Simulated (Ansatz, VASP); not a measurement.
# One calculation of Ge, two programs

```
Ge
1.0
     4.13251    0.00000    0.00000
     0.00000    5.84425    0.00000
     0.00000    0.00000    4.05115
Ge
4
Direct
  0.00000 0.00125 0.00000
  0.50000 0.24875 0.00000
  0.50000 0.50125 0.50000
  0.00000 0.74875 0.50000
```

Alike in both runs: functional PBE; k mesh 10 × 8 × 10; occupations gaussian, width 0.1 eV; no spin polarisation.

Ansatz relaxed the structure, and its values are those at the end. VASP's run is a single point on that final structure, the one shown.

|  | VASP | Ansatz |
| --- | --- | --- |
| version | VASP 6.6.1 | Ansatz 0.2.0 |
| potentials or method | VASP PAW PBE potentials, release 64 (Ge_d) | scalar-relativistic, plane waves, PAW |
| plane-wave cutoff (eV) | 520 | 420 |
| valence electrons in the cell | 56 | 56 |

Ansatz gave:

| Quantity | Value |
| --- | --- |
| gap on the k mesh at the Fermi level (eV) | none |
| pressure (GPa) | -1.2 |

Question: Which values does VASP return?

Answer: gap on the k mesh at the Fermi level (eV): none; pressure (GPa): -1.3.

A gap of «none» marks a metal or a gap that the smearing closes. Ansatz warned: «structure_snapped_to_symmetry».
